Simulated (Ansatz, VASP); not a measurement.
# Two plane-wave programs on AgCl

The input INCAR:

```
SYSTEM = AgCl
PREC = Accurate
ENCUT = 520
EDIFF = 1E-7
ISMEAR = -1
SIGMA = 0.02
LREAL = .False.
LASPH = .True.
NELM = 100
ALGO = Normal
ISIF = 2
LWAVE = .False.
LCHARG = .False.
GGA = PE
NBANDS = 16
```

KPOINTS

```
regular mesh
0
Gamma
  8 8 8
  0 0 0
```

The input POSCAR:

```
AgCl
1.0
    3.3955880419      0.0000000000      0.0000000000
    0.0000000000      3.3955880419      0.0000000000
    0.0000000000      0.0000000000      3.1966065826
Ag Cl
1 1
Direct
    0.0000000000      0.0000000000      0.0000000000
    0.5000000000      0.5000000000      0.5000000000
```

Input for Ansatz:

```yaml
crystal:
  lattice:
    - [3.3955880419, 0.0, 0.0]
    - [0.0, 3.3955880419, 0.0]
    - [0.0, 0.0, 3.1966065826]
  atoms:
    - { symbol: Ag, position: [0.0, 0.0, 0.0] }
    - { symbol: Cl, position: [0.5, 0.5, 0.5] }
kpoints:
  mp_grid: { grid: [8, 8, 8] }
  band_path:
    path: [[0.0, 0.0, 0.0], [0.0, 0.5, 0.0], [0.5, 0.5, 0.0], [0.5, 0.5, 0.5]]
    npoints: 1
hamiltonian:
  xc: pbe
scf:
  occupations: { method: fermi_dirac, width: 0.02 }
  n_extra_bands: 4
output:
  forces: true
  stress: true
  eigenvalues: true
```

Change from the starting cell: uniaxial_z strain -5.9%.

Alike in both runs: task single point; functional PBE; k mesh 8 × 8 × 8; occupations fermi-dirac, width 0.02 eV; no spin polarisation.

|  | VASP | Ansatz |
| --- | --- | --- |
| version | VASP 6.6.1 | Ansatz 0.2.0 |
| potentials or method | VASP PAW PBE potentials, release 64 (Ag, Cl) | plane waves, PAW |
| plane-wave cutoff (eV) | 520 | 420 |
| valence electrons in the cell | 18 | 26 |

|  | VASP | Ansatz | Ansatz less VASP |
| --- | --- | --- | --- |
| pressure (GPa) | 5.4 | 5.6 | +0.18 |
| largest component of the traceless stress (GPa) | 2.51 | 2.50 | -0.002 |

The two sets of potentials don't hold the same shells in valence.
